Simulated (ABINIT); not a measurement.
Planning a run of ABINIT 10.8.3 on LiH (Fm-3m). The input:

```
acell 3*1.0 Angstrom
rprim 
  -0.000000000000 2.036750000000 2.036750000000
  2.036750000000 -0.000000000000 2.036750000000
  2.036750000000 2.036750000000 -0.000000000000
ntypat 2
znucl 3 1
natom 2
typat 1 2
xred 
  0.000000000000 0.000000000000 0.000000000000
  0.500000000000 0.500000000000 0.500000000000
pp_dirpath "pseudos"
pseudos "Li.upf, H.upf"
ecut 33
ngkpt 6 6 6
nshiftk 1
shiftk 0 0 0
kptopt 1
chksymbreak 0
istwfk *1
occopt 1
irdwfk 1
optdriver 4
nband 29
gwcalctyp 27
ecutsigx 33
symsigma 0
nkptgw 16
kptgw 
  0.0000000000 0.0000000000 0.0000000000
  0.1666666667 0.0000000000 0.0000000000
  0.3333333333 0.0000000000 0.0000000000
  0.5000000000 0.0000000000 0.0000000000
  0.1666666667 0.1666666667 0.0000000000
  0.3333333333 0.1666666667 0.0000000000
  0.5000000000 0.1666666667 0.0000000000
  -0.3333333333 0.1666666667 0.0000000000
  -0.1666666667 0.1666666667 0.0000000000
  0.3333333333 0.3333333333 0.0000000000
  0.5000000000 0.3333333333 0.0000000000
  -0.3333333333 0.3333333333 0.0000000000
  0.5000000000 0.5000000000 0.0000000000
  0.5000000000 0.3333333333 0.1666666667
  -0.3333333333 0.3333333333 0.1666666667
  -0.3333333333 0.5000000000 0.1666666667
bdgw 
  1 28
  1 28
  1 28
  1 28
  1 28
  1 28
  1 28
  1 28
  1 28
  1 28
  1 28
  1 28
  1 28
  1 28
  1 28
  1 28
ecuteps 4
irdscr 1
indata_prefix "in"
outdata_prefix "out"
tmpdata_prefix "tmp"
```

The database entry behind the starting cell differs from later determinations by our own check (the deuteride, about 0.2 % short), so it need not match the best structure at ambient conditions.

```sh
OMP_NUM_THREADS=1 mpirun -n 4 abinit run.abi > log
```

Question: Estimate wall time and host memory on 4 MPI ranks of Intel Xeon 6975P-C (Granite Rapids), shared host.

It took 73 s; on shared hardware allow 36 s to 2.4 min. Peak host memory was 1.2 GiB.

[Paths, hosts, dates, memory and timing lines, banners, echoed tables and standing remarks are left out of the program output.]

[Logs are printed without paths, hosts, clocks, repeated set-up lines and the standing remarks that a program may print on its own settings, such as how far it seeks lower states.]

[Runs of the session that timed out or met a known fault of the program may be left out.]

[Hosts, paths, dates, database ids (printed as entryN), source tags and the programs' standing remarks are cut or masked in the printed files.]

[G0W0 gaps are taken among the corrected bands and points alone; a level outside them can change the order at an edge.]

[Where Ansatz stands beside ABINIT at settings called matched, ABINIT's density can come from a denser mesh and the files from another edition; pairs whose starting gaps differed by over 0.03 eV were left out, so agreement reads better than it is.]
